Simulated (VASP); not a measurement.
# TaN in VASP: further runs

Runs on TaN. Level: PBE. Tasks: single point.

Program: VASP 6.6.1. These are calculated values, not measurements. Logs are shortened: lines on timing, memory, paths and dates and some standing lists are left out, and cuts for length are marked.

### 1 Starting point

The cell holds a wire with vacuum, 2 atoms: a = 10.800 Å, b = 9.300 Å, c = 3.255 Å, α = 90.00°, β = 90.00°, γ = 90.00°.

### 2 Single point, PBE, collinear spin, typed start

File INCAR:

```
SYSTEM = TaN
PREC = Accurate ; ENCUT = 520
EDIFF = 1E-7 ; ISMEAR = 0
SIGMA = 0.05 ; LREAL = .FALSE.
LASPH = .TRUE. ; NELM = 150
ALGO = Normal ; ISIF = 2
LWAVE = .FALSE. ; LCHARG = .TRUE.
ISPIN = 2 ; MAGMOM = 1.5 0.5
LORBIT = 11 ; LMAXMIX = 4
GGA = PE ; LELF = .TRUE.
LVHAR = .TRUE. ; NBANDS = 19
```

File KPOINTS:

```
Automatic mesh
0
G
  1 1 30
  0 0 0
```

File POSCAR:

```
TaN
1.0
   10.8000000000      0.0000000000      0.0000000000
    0.0000000000      9.3000000000      0.0000000000
    0.0000000000      0.0000000000      3.2545401031
Ta N
1 1
Direct
    0.4569761427      0.5000000000      0.0000000000
    0.5430238573      0.5000000000      0.5000000000
```

Potentials or basis: VASP PAW PBE potentials, release 64 (Ta_pv, N).

Started as:

```
$ cat potpaw_PBE.64/Ta_pv/POTCAR potpaw_PBE.64/N/POTCAR > POTCAR
$ mpirun -np 1 vasp_std > vasp.out
```

OUTCAR:

```text
SYSTEM = TaN
   PREC = Accurate
   ENCUT = 520
   EDIFF = 1E-7
   ISMEAR = 0
   LREAL = .FALSE.
   LASPH = .TRUE.
   NELM = 150
   ISIF = 2
   ISPIN = 2
   LORBIT = 11
   GGA = PE

 ion  position               nearest neighbor table
   1  0.457  0.500  0.000-   2 1.87   2 1.87
   2  0.543  0.500  0.500-   1 1.87   1 1.87

  LATTYP: Found a simple orthorhombic cell.
 ALAT       =     3.2545401031
 B/A-ratio  =     2.8575465981
 C/A-ratio  =     3.3184412107

  Lattice vectors:

 A1 = (   0.0000000000,   0.0000000000,  -3.2545401031)
 A2 = (   0.0000000000,   9.3000000000,   0.0000000000)
 A3 = (  10.8000000000,   0.0000000000,   0.0000000000)

Analysis of symmetry for initial positions (statically):
=====================================================================
 Subroutine PRICEL returns:
 Original cell was already a primitive cell.

 Routine SETGRP: Setting up the symmetry group for a
 simple orthorhombic supercell.

 Subroutine GETGRP returns: Found  4 space group operations
 (whereof  4 operations were pure point group operations)
 out of a pool of  8 trial point group operations.

The static configuration has the point symmetry C_2v.

Analysis of symmetry for dynamics (positions and initial velocities):
=====================================================================
 Subroutine PRICEL returns:
 Original cell was already a primitive cell.

 Routine SETGRP: Setting up the symmetry group for a
 simple orthorhombic supercell.

 Subroutine GETGRP returns: Found  4 space group operations
 (whereof  4 operations were pure point group operations)
 out of a pool of  8 trial point group operations.

The dynamic configuration has the point symmetry C_2v.

Analysis of structural, dynamic, and magnetic symmetry:
=====================================================================
 Subroutine PRICEL returns:
 Original cell was already a primitive cell.

 Routine SETGRP: Setting up the symmetry group for a
 simple orthorhombic supercell.

 Subroutine GETGRP returns: Found  4 space group operations
 (whereof  4 operations were pure point group operations)
 out of a pool of  8 trial point group operations.

The overall configuration has the point symmetry C_2v.

 Subroutine INISYM returns: Found  4 space group operations
 (whereof  4 operations are pure point group operations),
 and found     1 'primitive' translations

----------------------------------------------------------------------------------------

                                     Primitive cell
[... 106 lines left out ...]
   LORBIT       =     11    0 simple, 1 ext, 2 COOP (PROOUT), +10 PAW based schemes
   GGA     = PE    functional components
   LHFCALC =     F    Hartree Fock is set to
   AEXX    =    0.0000 exact exchange contribution
   IVDW    =     0    specifies the selected vdW correction
   LEPSILON=     F    determine dielectric tensor
   LRPA    =     F    only Hartree local field effects (RPA)
 spin polarized calculation
 Gauss-broadening in eV      SIGMA  =   0.05
  energy-cutoff  :      520.00
  volume of cell :      326.89
 maximum number of plane-waves:      8868
   NGX = 41   NGY = 35   NGZ = 13

 number of electron      15.9999999 magnetization       1.2350157

 Free energy of the ion-electron system (eV)
  ---------------------------------------------------
  ext. energy  EPLUGINS =         0.00000000
  ---------------------------------------------------
  free energy    TOTEN  =       -17.13409227 eV

  energy without entropy =      -17.13110951  energy(sigma->0) =      -17.13260089

 E-fermi :  -3.6362     XC(G=0):  -2.3269

 val. band max:       -3.6379625989   @ k =   0.0000   0.0000   0.4000
 cond. band min:      -3.6109643956   @ k =   0.0000   0.0000   0.2000
 fundamental gap:      0.0269982033
 Fermi energy:        -3.6362279751

 spin component 1

 k-point     1 :       0.0000    0.0000    0.0000
  band No.  band energies     occupation
      1     -39.3641      1.00000
      2     -39.2694      1.00000
      3     -39.0263      1.00000
      4     -18.0776      1.00000
      5      -8.2102      1.00000
      6      -8.2005      1.00000
[... 328 lines left out ...]
      5      -7.8831      1.00000
      6      -7.8111      1.00000
[... 11 lines left out ...]
     18       4.0983      0.00000
     19       4.6163      0.00000
 Fermi energy:        -3.6362279751

 spin component 2

 k-point     1 :       0.0000    0.0000    0.0000
  band No.  band energies     occupation
      1     -38.9485      1.00000
      2     -38.6904      1.00000
      3     -38.4769      1.00000
      4     -18.1395      1.00000
      5      -8.1827      1.00000
      6      -8.0920      1.00000
[... 329 lines left out ...]
      6      -7.6281      1.00000
[... 11 lines left out ...]
     18       4.4022      0.00000
     19       4.6780      0.00000

------------------------ aborting loop because EDIFF is reached ----------------------------------------

  FORCE on cell =-STRESS in cart. coord.  units (eV):
  Direction    XX          YY          ZZ          XY          YZ          ZX
  --------------------------------------------------------------------------------------
  -------------------------------------------------------------------------------------
  Total        0.0889264     -0.0516534      0.3893515      0.0000000      0.0000000      0.0000000
  in kB        0.4358578     -0.2531707      1.9083417      0.0000000      0.0000000      0.0000000
  external PRESSURE =       0.6970096 kB  Pullay stress =       0.0000000 kB

 VOLUME and BASIS-vectors are now :
 -----------------------------------------------------------------------------
  energy-cutoff  :      520.00
  volume of cell :      326.89
      direct lattice vectors                 reciprocal lattice vectors
    10.800000000  0.000000000  0.000000000     0.092592593  0.000000000  0.000000000
     0.000000000  9.300000000  0.000000000     0.000000000  0.107526882  0.000000000
     0.000000000  0.000000000  3.254540103     0.000000000  0.000000000  0.307263075

 POSITION                                       TOTAL-FORCE (eV/Angst)
 -----------------------------------------------------------------------------------
      4.93534      4.65000      0.00000        -0.134384      0.000000      0.000000
      5.86466      4.65000      1.62727         0.134384      0.000000      0.000000
 -----------------------------------------------------------------------------------
    total drift:                                0.000011      0.000000      0.000000

  FREE ENERGIE OF THE ION-ELECTRON SYSTEM (eV)
  ---------------------------------------------------
  free  energy   TOTEN  =       -17.1340922730 eV

  energy  without entropy=      -17.1311095057  energy(sigma->0) =      -17.13260089

 total charge

# of ion       s       p       d       tot
------------------------------------------
    1        0.412   6.142   2.345   8.900
    2        1.298   2.443   0.000   3.741
--------------------------------------------------
tot          1.711   8.585   2.345  12.641

 magnetization (x)

# of ion       s       p       d       tot
------------------------------------------
    1        0.070   0.006   0.745   0.821
    2       -0.005  -0.065   0.000  -0.071
--------------------------------------------------
tot          0.065  -0.060   0.745   0.750
```

It took 4.2 min on 1 thread of Intel Xeon Platinum 8259CL at 2.50GHz (Skylake/Cascade Lake), shared host; peak memory 0.57 GiB.

Results:

* Free energy: -17.1341 eV
* Largest force: 0.134 eV/Å
* Band gap on the k mesh: none (metal or under the smearing width)
* Net moment: 1.24 μB per cell
* Site moments: Ta +0.82; N -0.07 μB
* Valence electrons inside the program's atomic spheres: Ta 8.90; N 3.74

Forces on the atoms (eV/Å):
```
Ta  -0.134  0.000  0.000
N    0.134  0.000  0.000
```

Levels at points of the mesh, in eV from the Fermi level:
Spin up:
| k point | band 7 | band 8 | band 9 | band 10 | band 11 | band 12 |
| --- | --- | --- | --- | --- | --- | --- |
| (0.00, 0.00, 0.00) | -3.08 | -1.48 | 0.15 | 0.25 | 1.33 | 3.93 |
| (0.00, 0.00, 0.50) | -1.63 | -0.32 | 0.10 | 0.19 | 1.04 | 3.39 |
Spin down:
```csv
k point,band 5,band 6,band 7,band 8,band 9,band 10
"(0.00, 0.00, 0.00)",-4.55,-4.46,-2.93,-0.61,0.77,1.35
"(0.00, 0.00, 0.50)",-4.18,-3.99,-1.68,0.37,0.88,1.34
```

The run has no spin-orbit coupling, so splittings on Ta are missing.

### 3 Single point, PBE, collinear spin, typed start

This run uses another cell than the first one, of 105.82 Å³/atom, 0.647 times its volume.

File INCAR:

```
ALGO = Normal ; EDIFF = 1E-7
ENCUT = 520 ; GGA = PE
ISIF = 2 ; ISMEAR = 0
ISPIN = 2 ; LASPH = True
LCHARG = False ; LMAXMIX = 4
LORBIT = 11 ; LREAL = False
LWAVE = False ; MAGMOM = 1.5 0.5
NBANDS = 19 ; NELM = 150
PREC = Accurate ; SIGMA = 0.05
```

File KPOINTS:

```
k-points
0
Gamma
  1 1 30
```

File POSCAR:

```
TaN
1.0
   10.8000000000      0.0000000000      0.0000000000
    0.0000000000      9.3000000000      0.0000000000
    0.0000000000      0.0000000000      2.1070375747
Ta N
1 1
Direct
    0.4171761960      0.5000000000      0.0000000000
    0.5828238040      0.5000000000      0.5000000000
```

Potentials or basis: VASP PAW PBE potentials, release 64 (Ta_pv, N).

Started as:

```
$ cat potpaw_PBE.64/Ta_pv/POTCAR potpaw_PBE.64/N/POTCAR > POTCAR
$ mpirun -np 1 vasp_std > vasp.out
```

OUTCAR:

```text
EDIFF = 1E-7
   ENCUT = 520
   GGA = PE
   ISIF = 2
   ISMEAR = 0
   ISPIN = 2
   LASPH = True
   LORBIT = 11
   LREAL = False
   NELM = 150
   PREC = Accurate

 ion  position               nearest neighbor table
   1  0.417  0.500  0.000-   2 2.08   2 2.08
   2  0.583  0.500  0.500-   1 2.08   1 2.08

  LATTYP: Found a simple orthorhombic cell.
 ALAT       =     2.1070375747
 B/A-ratio  =     4.4137798546
 C/A-ratio  =     5.1256798311

  Lattice vectors:

 A1 = (   0.0000000000,   0.0000000000,  -2.1070375747)
 A2 = (   0.0000000000,   9.3000000000,   0.0000000000)
 A3 = (  10.8000000000,   0.0000000000,   0.0000000000)
[... 906 lines left out ...]

 VOLUME and BASIS-vectors are now :
 -----------------------------------------------------------------------------
  energy-cutoff  :      520.00
  volume of cell :      211.63
      direct lattice vectors                 reciprocal lattice vectors
    10.800000000  0.000000000  0.000000000     0.092592593  0.000000000  0.000000000
     0.000000000  9.300000000  0.000000000     0.000000000  0.107526882  0.000000000
     0.000000000  0.000000000  2.107037575     0.000000000  0.000000000  0.474599984

 POSITION                                       TOTAL-FORCE (eV/Angst)
 -----------------------------------------------------------------------------------
      4.50550      4.65000      0.00000         2.045055      0.000000      0.000000
      6.29450      4.65000      1.05352        -2.045055      0.000000      0.000000
 -----------------------------------------------------------------------------------
    total drift:                                0.000031     -0.000000     -0.000000

  FREE ENERGIE OF THE ION-ELECTRON SYSTEM (eV)
  ---------------------------------------------------
  free  energy   TOTEN  =       -13.0173384506 eV

  energy  without entropy=      -13.0159749782  energy(sigma->0) =      -13.01665671

 total charge

# of ion       s       p       d       tot
------------------------------------------
    1        0.433   6.121   3.085   9.639
    2        1.364   2.101   0.000   3.465
--------------------------------------------------
tot          1.797   8.222   3.085  13.104

 magnetization (x)

# of ion       s       p       d       tot
------------------------------------------
    1        0.013   0.017   0.115   0.145
    2       -0.000  -0.005   0.000  -0.005
--------------------------------------------------
tot          0.013   0.011   0.115   0.139
```

OSZICAR:

```text
N       E                     dE             d eps       ncg     rms          rms(c)
DAV:   1     0.822848467872E+02    0.82285E+02   -0.75185E+03  1472   0.591E+02
DAV:   2    -0.605535423542E+01   -0.88340E+02   -0.80183E+02  1750   0.141E+02
DAV:   3    -0.152204639533E+02   -0.91651E+01   -0.86978E+01  1551   0.413E+01
[... 19 lines left out ...]
DAV:  23    -0.130173372753E+02   -0.70811E-06   -0.49451E-07  1255   0.246E-03    0.268E-04
DAV:  24    -0.130173378062E+02   -0.53094E-06   -0.21834E-07  1231   0.201E-03    0.180E-04
DAV:  25    -0.130173382298E+02   -0.42357E-06   -0.16923E-07  1251   0.172E-03    0.117E-04
DAV:  26    -0.130173384160E+02   -0.18619E-06   -0.17914E-07  1276   0.172E-03    0.752E-05
DAV:  27    -0.130173384506E+02   -0.34585E-07   -0.12132E-07  1265   0.146E-03
   1 F= -.13017338E+02 E0= -.13016657E+02  d E =-.136347E-02  mag=     0.2011
```

stdout:

```text
POSCAR found type information on POSCAR TaN
 POSCAR found :  2 types and       2 ions
 scaLAPACK will be used
 LDA part: xc-table for (Slater+PW92), standard interpolation
 POSCAR, INCAR and KPOINTS ok, starting setup
 FFT: planning ... GRIDC
 FFT: planning ... GRID_SOFT
 FFT: planning ... GRID
 WAVECAR not read
 entering main loop
```

It took 2.9 min on 1 thread of Intel Xeon Platinum 8259CL at 2.50GHz (Skylake/Cascade Lake), shared host; peak memory 0.4 GiB.

What came out:

* Free energy: -13.0173 eV
* Largest force: 2.045 eV/Å
* Band gap on the k mesh: none (metal or under the smearing width)
* Net moment: 0.20 μB per cell
* Site moments: Ta +0.14; N -0.01 μB
* Valence electrons inside the program's atomic spheres: Ta 9.64; N 3.46

Forces on the atoms (eV/Å):
```
Ta   2.045  0.000  0.000
N   -2.045  0.000  0.000
```

Levels at points of the mesh, in eV from the Fermi level:
Spin up:
| k point | band 6 | band 7 | band 8 | band 9 | band 10 | band 11 |
| --- | --- | --- | --- | --- | --- | --- |
| (0.00, 0.00, 0.00) | -3.94 | -3.21 | -1.91 | 0.26 | 0.26 | 3.16 |
| (0.00, 0.00, 0.50) | -4.53 | -4.19 | 0.40 | 1.90 | 2.97 | 3.37 |
Spin down:
| k point | band 5 | band 6 | band 7 | band 8 | band 9 | band 10 | band 11 | band 12 |
| --- | --- | --- | --- | --- | --- | --- | --- | --- |
| (0.00, 0.00, 0.00) | -5.03 | -3.93 | -3.15 | -1.77 | 0.38 | 0.40 | 3.17 | 3.38 |
| (0.00, 0.00, 0.50) | -5.66 | -4.40 | -4.12 | 0.40 | 1.98 | 3.08 | 3.51 | 5.10 |

Spin-orbit coupling is left out, which matters for the levels of Ta.
